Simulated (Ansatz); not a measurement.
This geometry of a periodic cell of 28 atoms, Cu (surface Cu(100), adsorbate Cu) is a first-order saddle point. Atoms 1 to 9 are held.

These are results of Ansatz 0.2.0, DFT PBE, scalar-relativistic, plane waves, PAW, not measurements. Settings: cutoff 420 eV, k mesh 3x3x1, gaussian smearing 0.1 eV, no spin polarisation.

```xyz
28
Lattice="7.7004 0.0000 0.0000 0.0000 7.7004 0.0000 0.0000 0.0000 15.6300" Properties=species:S:1:pos:R:3
Cu 0.000 0.000 6.000
Cu 2.567 0.000 6.000
Cu 5.134 0.000 6.000
Cu 0.000 2.567 6.000
Cu 2.567 2.567 6.000
Cu 5.134 2.567 6.000
Cu 0.000 5.134 6.000
Cu 2.567 5.134 6.000
Cu 5.134 5.134 6.000
Cu 1.278 1.283 7.743
Cu 3.856 1.283 7.743
Cu 6.417 1.283 7.790
Cu 1.278 3.845 7.746
Cu 3.856 3.845 7.746
Cu 6.417 3.837 7.777
Cu 1.278 6.422 7.746
Cu 3.856 6.422 7.746
Cu 6.417 6.430 7.777
Cu 0.022 0.012 9.567
Cu 2.567 -0.055 9.494
Cu 5.112 0.012 9.567
Cu 0.022 2.555 9.567
Cu 2.567 2.622 9.493
Cu 5.112 2.555 9.567
Cu 0.009 5.134 9.506
Cu 2.567 5.134 9.509
Cu 5.125 5.134 9.506
Cu 2.567 1.284 11.389
```

Question: Which two structures does it join? (They come from a converged band through this point; their orientation in space is the band's.)

Answer: Contacts lost: Cu19–Cu28, Cu22–Cu28. Contacts made: Cu21–Cu28, Cu24–Cu28. The atom that moves furthest is Cu28, by 2.57 Å.

First end point:

```xyz
28
Lattice="7.7004 0.0000 0.0000 0.0000 7.7004 0.0000 0.0000 0.0000 15.6300" Properties=species:S:1:pos:R:3
Cu 0.000 0.000 6.000
Cu 2.567 0.000 6.000
Cu 5.134 0.000 6.000
Cu 0.000 2.567 6.000
Cu 2.567 2.567 6.000
Cu 5.134 2.567 6.000
Cu 0.000 5.134 6.000
Cu 2.567 5.134 6.000
Cu 5.134 5.134 6.000
Cu 1.284 1.283 7.758
Cu 3.841 1.283 7.759
Cu 6.426 1.283 7.759
Cu 1.283 3.841 7.759
Cu 3.845 3.845 7.758
Cu 6.423 3.844 7.759
Cu 1.283 6.426 7.759
Cu 3.844 6.423 7.759
Cu 6.423 6.423 7.760
Cu -0.021 -0.021 9.560
Cu 2.589 -0.022 9.560
Cu 5.134 0.006 9.520
Cu -0.022 2.588 9.560
Cu 2.589 2.589 9.559
Cu 5.134 2.561 9.520
Cu 0.007 5.134 9.520
Cu 2.561 5.134 9.520
Cu 5.134 5.134 9.499
Cu 1.285 1.284 11.123
```

Last end point:

```xyz
28
Lattice="7.7004 0.0000 0.0000 0.0000 7.7004 0.0000 0.0000 0.0000 15.6300" Properties=species:S:1:pos:R:3
Cu 0.000 0.000 6.000
Cu 2.567 0.000 6.000
Cu 5.134 0.000 6.000
Cu 0.000 2.567 6.000
Cu 2.567 2.567 6.000
Cu 5.134 2.567 6.000
Cu 0.000 5.134 6.000
Cu 2.567 5.134 6.000
Cu 5.134 5.134 6.000
Cu 1.293 1.283 7.759
Cu 3.850 1.283 7.758
Cu 6.408 1.283 7.759
Cu 1.289 3.844 7.759
Cu 3.850 3.841 7.759
Cu 6.411 3.845 7.758
Cu 1.289 6.423 7.760
Cu 3.850 6.426 7.759
Cu 6.411 6.423 7.759
Cu 0.000 0.006 9.520
Cu 2.545 -0.021 9.560
Cu 5.155 -0.022 9.560
Cu 0.000 2.561 9.520
Cu 2.545 2.588 9.560
Cu 5.156 2.589 9.559
Cu 0.000 5.134 9.499
Cu 2.573 5.134 9.520
Cu 5.127 5.134 9.520
Cu 3.852 1.284 11.123
```

Question: How far does it lie above each of them?

Answer: 0.57 eV above the first and 0.57 eV above the second. This is the barrier of this one path; another mechanism may lie lower. Limits of this set-up: thin slab, slab without dipole correction.

Run time: 12 min on 8 CPU threads of a shared host.
